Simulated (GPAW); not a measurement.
GaN: relaxation of cell and atoms with mBEEF

GaN:

```
Ga N
1.0
     3.18000    0.00000    0.00000
    -1.59000    2.75396    0.00000
     0.00000    0.00000    5.16600
Ga N
2 2
Direct
  0.66667 0.33333 0.50000
  0.33333 0.66667 0.00000
  0.66667 0.33333 0.87500
  0.33333 0.66667 0.37500
```

```yaml
Program: GPAW 26.7.0
Task: relaxation of cell and atoms
Functional: mBEEF
Potentials_or_basis: GPAW PAW data sets (gpaw-data 1.2.1)
Cutoff: 800 eV
Basis: pw
k_mesh: 7 × 7 × 4
Occupations: fermi-dirac, width 0.05 eV
Spin: no spin polarisation
Maxiter: 150
Optimizer: BFGS
Fmax: 0.05 eV/Å
Max_steps: 40
Convergence: density=1e-06 energy=1e-06 eigenstates=1e-10
```

The relaxed volume is 11.73 Å³/atom and the relaxed cell is a = 3.218 Å, b = 3.218 Å, c = 5.232 Å, α = 90.00°, β = 90.00°, γ = 120.00°. The space group after relaxing (to 0.05 Å) is P6_3mc (No. 186). The energy gained by relaxing is 12.1 meV/atom and the ionic steps are 5. The pressure after relaxing is -0.1 GPa. The largest force after relaxing is 0.029 eV/Å and the band gap on the k mesh is 2.26 eV, direct.

Forces on the atoms (eV/Å):
```
Ga   0.000  0.000  0.025
Ga   0.000  0.000  0.027
N    0.000  0.000 -0.029
N    0.000  0.000 -0.020
```

Stress tensor (GPa, compression positive):
```
 0.03  0.00  0.00
 0.00  0.03  0.00
 0.00  0.00 -0.31
```

Step by step:
```csv
step,energy change (eV),largest force (eV/Å),pressure (GPa),volume (Å³)
1,0.0000,0.2201,8.05,45.24
2,-0.0155,0.1105,6.58,45.52
3,-0.0453,0.1249,1.25,46.62
4,-0.0474,0.0952,0.39,46.81
5,-0.0483,0.0295,-0.08,46.91
```

Final structure:
```cif
data_structure
_symmetry_space_group_name_H-M 'P 1'
_symmetry_Int_Tables_number 1
_cell_length_a 3.2177
_cell_length_b 3.2177
_cell_length_c 5.2322
_cell_angle_alpha 90.000
_cell_angle_beta 90.000
_cell_angle_gamma 120.000
_cell_volume 46.91
loop_
_atom_site_label
_atom_site_type_symbol
_atom_site_fract_x
_atom_site_fract_y
_atom_site_fract_z
_atom_site_occupancy
Ga1 Ga 0.66667 0.33333 0.49884 1
Ga2 Ga 0.33333 0.66667 0.99873 1
N1 N 0.66667 0.33333 0.87656 1
N2 N 0.33333 0.66667 0.37598 1
```

Levels at points of the mesh, in eV from the valence-band top:
```csv
k point,band 6,band 7,band 8,band 9,band 10,band 11
"(0.00, 0.00, 0.00)",0.00,0.00,0.00,2.26,4.68,10.07
"(0.00, 0.00, 0.50)",-0.53,-0.52,-0.52,4.69,4.69,9.17
```

It took 11 min on 1 thread of Arm Neoverse V1, with other jobs on the host, peak memory 0.49 GiB.

Caveat: the data sets keep Ga 3d, Li 1s and Be 1s frozen, and some such compounds lay over 1.5 % in volume off other programs; later steps reuse the first step's grids; the PAW data sets were made with another functional, which shifts forces and pressure a little. Zero-point motion and thermal expansion aren't in these numbers.
